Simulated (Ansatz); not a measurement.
Step by step: Mn, relaxation of cell and atoms

Level of theory: DFT, PBE, PAW with Ansatz's default frozen-core files, scalar-relativistic (Ansatz 0.2.0).

Command: `ansatz run input.yaml --threads 1 --pin off --max-ram 3072MiB --backend cpu --events-out ev --progress --plain --runs-dir out` The run took about 23 s on 1 thread of a shared machine.

```yaml
crystal:
  lattice:
    - [2.387934204, 0.0, 0.0]
    - [0.0, 2.387934204, 0.0]
    - [0.0, 0.0, 2.387934204]
  atoms:
    - { symbol: Mn, position: [0.0, 0.0, 0.0], spin: 4.0 }
magnetization:
  spin_polarized: true
kpoints:
  mp_grid: { grid: [14, 14, 14] }
scf:
  occupations: { method: fermi_dirac, width: 0.05 }
hamiltonian:
  xc: pbe
  pseudopotentials: { kind: paw }
output:
  forces: true
  stress: true
  write_density: true
  write_potential: true
  elf: true
  volumetric_format: npy
relax:
  f_tol: 0.005
  max_steps: 80
  cell: {}
```

The run is spin-polarised from parallel moments and ends with -0.47 μB in the cell; other orders may lie lower.

The cell is built from the sc type as a first guess.

The cutoff is 420 eV; energies and pressures of the walk include the program's estimate of the Pulay term.

Each frame lists the cell vectors (Å), then Cartesian positions (Å); symmetry keeps all forces zero. Free energies count from the first step, -3897.7928 eV.

The walk took 7 evaluations in all; steps that aren't listed are left out.

Step 1: E = 0.0 meV, P = -12.52 GPa

```
cell 2.3879 0.0000 0.0000 0.0000 2.3879 0.0000 0.0000 0.0000 2.3879
Mn    0.0000    0.0000    0.0000
```

Step 2: E = -67.3 meV, P = -12.67 GPa

```
cell 2.3459 0.0000 0.0000 0.0000 2.3459 0.0000 0.0000 0.0000 2.3459
Mn    0.0000    0.0000    0.0000
```

Step 3: E = -60.2 meV, P = 18.23 GPa, step rejected

```
cell 2.2295 0.0000 0.0000 0.0000 2.2295 0.0000 0.0000 0.0000 2.2295
Mn    0.0000    0.0000    0.0000
```

Step 4: E = -106.4 meV, P = -1.91 GPa

```
cell 2.2953 0.0000 0.0000 0.0000 2.2953 0.0000 0.0000 0.0000 2.2953
Mn    0.0000    0.0000    0.0000
```

How does the relaxation end?

It converges, with a = 2.288 Å, b = 2.288 Å, c = 2.288 Å, α = 90.00°, β = 90.00°, γ = 90.00° (conventional cell, space group Pm-3m). The last solve (on a basis chosen afresh for the final cell, so its energy is not quite comparable) gives E = -106.7 meV, P = 0.03 GPa:
```
cell 2.2877 0.0000 0.0000 0.0000 2.2877 0.0000 0.0000 0.0000 2.2877
Mn    0.0000    0.0000    0.0000
```
